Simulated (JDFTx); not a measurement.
The system is BaTiO3.

```
Ba Ti O
1.0
     4.00600    0.00000    0.00000
     0.00000    4.00600    0.00000
     0.00000    0.00000    4.00600
Ba Ti O
1 1 3
Direct
  0.50000 0.50000 0.50000
  0.00000 0.00000 0.00000
  0.00000 0.00000 0.50000
  0.00000 0.50000 0.00000
  0.50000 0.00000 0.00000
```

| Quantity | Value |
| --- | --- |
| Program | JDFTx 1.7.0 (patched build) |
| Task | single point |
| Functional | PBEsol |
| Potentials or basis | PseudoDojo-SR-PBEsol-0.4.1-standard with smoothed tails |
| Cutoff | 1143 eV |
| Density cutoff | 9143 eV |
| k mesh | 7 × 7 × 7 |
| Occupations | fermi-dirac, width 0.05 eV |
| Spin | no spin polarisation |

On this cell: pressure -4.3 GPa; largest force zero by symmetry; band gap on the k mesh 1.81 eV, indirect (least direct gap 1.89 eV).

The same run follows on a disturbed copy (atoms moved at random, drawn with an rms of 0.05 Å):

```
Ba Ti O
1.0
     4.00600    0.00000    0.00000
     0.00000    4.00600    0.00000
     0.00000    0.00000    4.00600
Ba Ti O
1 1 3
Cartesian
  2.0013 1.9758 2.0281
  0.0003 -0.0082 -0.0438
  0.0135 0.0306 1.9756
  0.0010 1.9788 0.0272
  2.0135 -0.0262 0.0342
```

What does the disturbed cell give?

The energy moves by +7.2 meV/atom; pressure -4.3 GPa; largest force 0.740 eV/Å; band gap on the k mesh 1.81 eV, indirect (least direct gap 1.90 eV).

Forces on the atoms (eV/Å):
```
Ba   0.033  0.101 -0.290
Ti  -0.057  0.052  0.253
O   -0.027 -0.278  0.685
O    0.033  0.134 -0.308
O    0.018 -0.010 -0.340
```

Stress tensor (GPa, compression positive):
```
-4.24  0.02  0.03
 0.02 -4.20 -0.03
 0.03 -0.03 -4.43
```

Caveats: this release of the barium file is off; the empty levels aren't tightly converged; spin-orbit coupling is left out, which moves the levels of the heavy elements; an odd mesh through Γ misses points on the zone boundary, where band edges often lie.
